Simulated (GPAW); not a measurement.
A run of GPAW 26.7.0 is set up as follows.

run.py

```python
from ase import Atoms
from ase.filters import FrechetCellFilter
from ase.io import write
from ase.optimize import BFGS
from gpaw import GPAW, PW, setup_paths

setup_paths.insert(0, '.')

atoms = Atoms(['Fe'],
              cell=[[-1.443, 1.443, 1.443],
                    [1.443, -1.443, 1.443],
                    [1.443, 1.443, -1.443]],
              scaled_positions=[[0.0, 0.0, 0.0]],
              pbc=True)
atoms.set_initial_magnetic_moments([3.0])

calc = GPAW(mode=PW(600),
            xc='PBEsol',
            kpts={'size': (13, 13, 13), 'gamma': True},
            occupations={'name': 'fermi-dirac', 'width': 0.05},
            nbands=12,
            convergence={'density': 1e-05, 'forces': 0.0001},
            maxiter=150,
            txt='gpaw.txt')
atoms.calc = calc
opt = BFGS(FrechetCellFilter(atoms), trajectory='relax.traj', logfile='-')
done = opt.run(fmax=0.02, steps=60)
calc.write('gs.gpw')
write('result.traj', atoms)
print('Converged:', done)
print('Cell:', atoms.cell.cellpar().round(4))
print('Volume:', round(atoms.get_volume(), 4))
print(atoms.get_scaled_positions().round(5))
```

Potentials or basis: PAW data sets generated in the run's folder for this functional, pw.

Launch:

```console
$ gpaw-setup -f PBEsol Fe
$ OMP_NUM_THREADS=1 python run.py
```

(1) Estimate the relaxed volume.

(2) Estimate the net moment.

Results:

(1) 10.95 Å³/atom.

(2) 2.07 μB per cell.

Caveat: each step starts from the last one's moments, so a moment once lost doesn't come back; later steps reuse the first step's grids.
